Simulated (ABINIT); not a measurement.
# Bi (C2/m) in ABINIT: reference runs, part 2 of 2

ABINIT 10.8.3 (patched build). The steps go on from the part before.

## (3) Single point, PBE (atoms moved at random, drawn with an rms of 0.05 Å)

The input, run.abi:

```
# Pseudopotentials
pp_dirpath "./"
pseudos "Bi.GGA_PBE-JTH.xml"

# Structure
acell 8.8602486976 8.8602486976 6.3474507711
rprim
     0.7440530175    -0.6681205783     0.0000000000
     0.7440530175     0.6681205783     0.0000000000
    -0.3751898342     0.0000000000     0.9269479965
ntypat 1
znucl 83
natom 2
typat 1 1
xred
     0.7502280000     0.7515860000     0.8490970000
     0.2471020000     0.2530770000     0.1447550000
chkprim 0
chksymtnons 0
tolsym 1.0e-6

# Plane-wave basis
ecut 22.0
pawecutdg 44.0

# k points
kptopt 1
ngkpt 6 6 9
nshiftk 1
shiftk 0.0 0.0 0.0

# Exchange and correlation
ixc 11

# Bands and occupations
nband 19
occopt 3
tsmear 0.05 eV

# SCF cycle
nstep 100
tolvrs 1.0e-9

# Output
iomode 3
prtwf 0
prteig 0
prtebands 0
enunit 1
prtden 1
prtvha 1
prtvclmb 1
prtpot 1
```

Potentials or basis: JTH PAW PBE v2.0.

Run with:

```
> abinit run.abi > log 2>&1
```

run.abo:

```text
.Version 10.8.3 of ABINIT
 Symmetries : space group P-1 (#  2); Bravais aP (primitive triclinic)
================================================================================
 Values of the parameters that define the memory need of the present run
     intxc =       0    ionmov =       0      iscf =      17    lmnmax =      18
     lnmax =       6     mgfft =      40  mpssoang =       3    mqgrid =    3001
     natom =       2  nloc_mem =       2    nspden =       1   nspinor =       1
    nsppol =       1      nsym =       2    n1xccc =       1    ntypat =       1
    occopt =       3   xclevel =       2
       mpw =        2279          nfft =       48000          nkpt =         164
 PAW method is used; the additional fine FFT grid is defined by:
   mgfftf=        54    nfftf =    116640
================================================================================
================================================================================

--------------------------------------------------------------------------------
------------- Echo of variables that govern the present computation ------------
--------------------------------------------------------------------------------
 -outvars: echo values of preprocessed input variables --------
            acell      8.8602486976E+00  8.8602486976E+00  6.3474507711E+00 Bohr
              amu      2.08980370E+02
          chkprim           0
      chksymtnons           0
             ecut      2.20000000E+01 Hartree
           enunit           1
                       outvar_i_n : Printing only first  50 k-points.
              ixc          11
                       outvar_i_n : Printing only first  50 k-points.
         kptrlatt        6    0    0      0    6    0      0    0    9
          kptrlen      5.31614922E+01
            natom           2
            nband          19
            ngfft          40      40      30
          ngfftdg          54      54      40
             nkpt         164
            nstep         100
             nsym           2
           ntypat           1
                       prtocc : prtvol=0, do not print more k-points.
           occopt           3
        pawecutdg      4.40000000E+01 Hartree
         pawxcdev           0
        prtebands           0
           prteig           0
           prtpot           1
         prtvclmb           1
           prtvha           1
            prtwf           0
            rprim      7.4405301750E-01 -6.6812057830E-01  0.0000000000E+00
[... 154 lines left out ...]
              =  4.688641690522  4.688641690522  3.358926293116 angstroms
 Fermi (or HOMO) energy (eV) =   6.74411   Average Vxc (eV)=  -9.09121
 Eigenvalues (   eV  ) for nkpt= 164  k points:
 kpt#   1, nband= 19, wtk=  0.00309, kpt=  0.0000  0.0000  0.0000 (reduced coord)
 -16.21653  -16.18952  -16.15066  -16.12552  -16.04665  -16.01869  -16.00440  -15.99633
 -15.96623  -15.87548   -6.34596   -2.43827    3.68347    3.95886    9.55777    9.81231
  10.43075   10.79908   11.05717
 prteigrs : prtvol=0 or 1, do not print more k-points.

--- !EnergyTerms
iteration_state     : {dtset: 1, }
comment             : Components of total free energy in Hartree
kinetic             :  9.33794092756497E+00
hartree             :  3.80445554385304E+01
xc                  : -5.06045992078769E+00
Ewald energy        : -1.05005662203018E+02
psp_core            :  3.65358996876867E+00
local_psp           : -1.25053874164603E+02
PAW spherical_terms :  3.97784368134906E+01
internal            : -1.44305473140054E+02
'-kT*entropy'       : -3.02446281601066E-04
total_energy        : -1.44305775586335E+02
total_energy_eV     : -3.92676019700563E+03
...

--- !EnergyTermsDC
iteration_state     : {dtset: 1, }
comment             : '"Double-counting" decomposition of free energy'
band_energy         : -1.13728441729708E+01
Ewald energy        : -1.05005662203018E+02
psp_core            :  3.65358996876867E+00
xc_dc               : -3.74160605511420E+01
PAW spherical_terms :  5.83549882517012E+00
internal            : -1.44305478133192E+02
'-kT*entropy'       : -3.02446281601066E-04
total_energy_dc     : -1.44305780579473E+02
total_energy_dc_eV  : -3.92676033287583E+03
...

--- !EnergyTermsWithPAWCore
iteration_state     : {dtset: 1, }
comment             : 'Components of total free energy, including PAW core contributions'
Total energy        : -4.30618216261788E+04
Total energy DC     : -4.30618216311719E+04
Total energy (eV)   : -1.17177186072549E+06
Total energy DC (eV): -1.17177186086136E+06
...

 Cartesian components of stress tensor (hartree/bohr^3)
  sigma(1 1)=  2.46845111E-06  sigma(3 2)=  6.81967043E-07
  sigma(2 2)=  2.82540394E-05  sigma(3 1)=  1.10169721E-05
  sigma(3 3)= -2.22612787E-05  sigma(2 1)=  5.69902064E-07

-Cartesian components of stress tensor (GPa)         [Pressure= -8.2979E-02 GPa]
- sigma(1 1)=  7.26243390E-02  sigma(3 2)=  2.00641631E-02
- sigma(2 2)=  8.31262539E-01  sigma(3 1)=  3.24130511E-01
- sigma(3 3)= -6.54949431E-01  sigma(2 1)=  1.67670976E-02

== END DATASET(S) ==============================================================
================================================================================

 -outvars: echo values of variables after computation  --------
            acell      8.8602486976E+00  8.8602486976E+00  6.3474507711E+00 Bohr
           etotal     -1.4430578058E+02
            fcart      1.5850248294E-03  3.0628850751E-04  8.4936868802E-04
                      -1.5850248294E-03 -3.0628850751E-04 -8.4936868802E-04
            rprim      7.4405301750E-01 -6.6812057830E-01  0.0000000000E+00
                       7.4405301750E-01  6.6812057830E-01  0.0000000000E+00
                      -3.7518983420E-01  0.0000000000E+00  9.2694799650E-01
           strten      2.4684511108E-06  2.8254039417E-05 -2.2261278677E-05
                       6.8196704283E-07  1.1016972128E-05  5.6990206366E-07
           xangst      4.1691635565E+00  4.2540409209E-03  2.6437059625E+00
                       1.5624981407E+00  1.8717153536E-02  4.5070192993E-01
             xred      7.5022800000E-01  7.5158600000E-01  8.4909700000E-01
                       2.4710200000E-01  2.5307700000E-01  1.4475500000E-01
 Calculation completed.
```

Run time: 3.2 min. Hardware: 1 thread of Arm Neoverse V2, shared host; peak memory 0.33 GiB.

Results:

- Free energy: -3926.7603 eV
- Pressure: -0.1 GPa
- Largest force: 0.094 eV/Å
- Band gap on the k mesh: none (metal or under the smearing width)
- Valence electrons inside the program's atomic spheres: Bi 12.13, 12.14 (radii [1.2765] Å)

Forces on the atoms (eV/Å):
```
Bi   0.082  0.016  0.044
Bi  -0.082 -0.016 -0.044
```

Levels at points of the mesh, in eV from the Fermi level:
```tsv
k point	band 12	band 13	band 14	band 15	band 16	band 17	band 18	band 19
(0.00, 0.00, 0.00)	-9.18	-3.06	-2.79	2.81	3.07	3.69	4.05	4.31
(0.50, 0.00, 0.00)	-11.47	-1.05	-0.96	-0.78	-0.70	3.42	4.50	7.68
(0.00, 0.50, 0.00)	-11.52	-1.10	-0.93	-0.77	-0.71	3.41	4.52	7.67
(0.50, 0.50, 0.00)	-10.99	-4.91	-4.91	3.11	3.92	5.17	5.51	8.79
```

Caveat: spin-orbit coupling is left out, which moves the levels of the heavy elements.
